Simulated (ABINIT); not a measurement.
Here is an ABINIT 10.8.3 (patched build) calculation.

File run.abi:

```
# Datasets: one volume each
ndtset 7
getwfk -1
scalecart1 3*0.9795861087
scalecart2 3*0.9864848297
scalecart3 3*0.9932883884
scalecart4 3*1.0000000000
scalecart5 3*1.0066227096
scalecart6 3*1.0131594038
scalecart7 3*1.0196128224

# Pseudopotentials
pp_dirpath "./"
pseudos "Pd.GGA_PBE-JTH.xml"

# Structure
acell 3*1.0
rprim
     0.0000000000     3.6783519016     3.6783519016
     3.6783519016     0.0000000000     3.6783519016
     3.6783519016     3.6783519016     0.0000000000
ntypat 1
znucl 46
natom 1
typat 1
xred
     0.0000000000     0.0000000000     0.0000000000

# Plane-wave basis
ecut 625.861884 eV
pawecutdg 45.0

# k points
kptopt 1
ngkpt 12 12 12
nshiftk 1
shiftk 0.0 0.0 0.0

# Exchange and correlation
ixc 23

# Bands and occupations
nband 13
occopt 3
tsmear 0.05 eV

# SCF cycle
nstep 100
tolvrs 1.0e-9

# Output
iomode 3
prtwf 1
prtden 0
prteig 0
prtebands 0
enunit 2
```

Potentials or basis: JTH PAW PBE v2.0.

Launch:

```console
$ abinit run.abi > log 2>&1
```

Task: Predict the bulk modulus.

Result: 198 GPa.

Task: Predict the equilibrium volume.

Result: 14.64 Å³/atom.

Task: Predict the pressure derivative of the bulk modulus.

Result: 4.7 (rough: it moves with the points fitted).

Energy against volume, from the lowest point:
| volume (Å³/atom) | energy (meV/atom) |
| --- | --- |
| 13.865 | 27.46 |
| 14.160 | 9.57 |
| 14.455 | 0.91 |
| 14.750 | 0.00 |
| 15.045 | 6.00 |
| 15.340 | 18.19 |
| 15.635 | 36.36 |

Caveat: pressures at fixed basis lie under the slope of the energies; the PAW data sets were made with another functional, which shifts forces and pressure a little.
